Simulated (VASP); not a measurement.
The system is Te.

```xyz
3
Lattice="4.4540 0.0000 0.0000 -2.2270 3.8573 0.0000 0.0000 0.0000 5.9240" Properties=species:S:1:pos:R:3 pbc="T T T"
Te    1.1981    0.0000    1.9747
Te   -0.5991    1.0376    3.9493
Te    1.6279    2.8197    0.0000
```

* Program: VASP 6.6.1
* Task: relaxation of cell and atoms
* Functional: PBEsol
* Potentials or basis: VASP PAW PBE potentials, release 64 (Te)
* Cutoff: 400 eV
* k mesh: 9 × 9 × 6
* Occupations: gaussian, width 0.03 eV
* Spin: no spin polarisation

At the start: pressure -0.9 GPa; volume 33.93 Å³/atom.

How do energy, volume and symmetry change on relaxing?

Over 14 steps the energy falls by 11.2 meV/atom and the volume is 32.04 Å³/atom (-5.5 %); space group P3_121 (No. 152, to 0.05 Å).

The path:
```tsv
step	energy change (eV)	largest force (eV/Å)	pressure (GPa)	volume (Å³)
1	0.0000	0.1283	-0.88	101.78
2	-0.0094	0.2332	0.29	99.04
3	-0.0094	0.2364	0.32	98.96
4	-0.0188	0.1863	0.29	98.18
5	-0.0326	0.0587	0.36	95.82
6	-0.0328	0.0412	0.39	95.46
7	-0.0319	0.0277	-0.55	97.08
8	-0.0336	0.0124	0.00	96.12
9	-0.0337	0.0096	0.00	96.12
10	-0.0337	0.0075	0.00	96.13
11	-0.0337	0.0035	0.00	96.13
12	-0.0337	0.0036	0.00	96.13
13	-0.0337	0.0038	0.00	96.13
14	-0.0337	0.0022	-0.01	96.13
```

Final structure:
```
CELL_PARAMETERS angstrom
4.31459 0.00000 0.00000
-2.15730 3.73655 0.00000
0.00000 0.00000 5.96270
ATOMIC_POSITIONS crystal
Te 0.28454 0.00000 0.33333
Te 0.00000 0.28454 0.66667
Te 0.71546 0.71546 0.00000
```

Caveat: the PAW data sets were made with another functional, which shifts forces and pressure a little.
